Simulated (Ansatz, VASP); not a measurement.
Two plane-wave programs on Li16H (a cell with a defect)

```
Li H
1.0
     6.98000    0.00000    0.00000
     0.00000    6.98000    0.00000
     0.00000    0.00000    6.98000
Li H
16 1
Direct
  0.98938 0.00719 0.00010
  0.49834 0.00189 0.00009
  0.98984 0.49310 0.00009
  0.00301 0.99809 0.50029
  0.25083 0.25015 0.24749
  0.49957 0.49718 0.00010
  0.50164 0.00290 0.50005
  0.76012 0.25016 0.24330
  0.00281 0.50203 0.50029
  0.24850 0.75009 0.24752
  0.25159 0.25014 0.75195
  0.50146 0.49775 0.50007
  0.74720 0.75047 0.25200
  0.76041 0.25017 0.75689
  0.24838 0.75008 0.75289
  0.74707 0.75047 0.74808
  0.87402 0.25314 0.00190
```

Alike in both runs: functional PBEsol; k mesh 2 × 2 × 2; occupations fermi-dirac, width 0.1 eV; no spin polarisation.

Ansatz relaxed the structure, and its values are those at the end. VASP's run is a single point on that final structure, the one shown.

```csv
,VASP,Ansatz
version,VASP 6.6.1,Ansatz 0.2.0
potentials or method,"VASP PAW PBE potentials, release 64 (Li_sv, H)","scalar-relativistic, plane waves, PAW"
plane-wave cutoff (eV),520,420
valence electrons in the cell,49,49
```

|  | VASP | Ansatz | Ansatz less VASP |
| --- | --- | --- | --- |
| rms of the force components (eV/Å) | 0.016 | 0.016 | +0.0002 |

With one functional, cell and mesh, what is left measures potentials, basis and numerics.

Caveats: the k mesh is coarse (spacing up to 0.45 Å⁻¹), so the values aren't converged; the PAW data sets were made with another functional, which shifts forces and pressure a little (VASP).
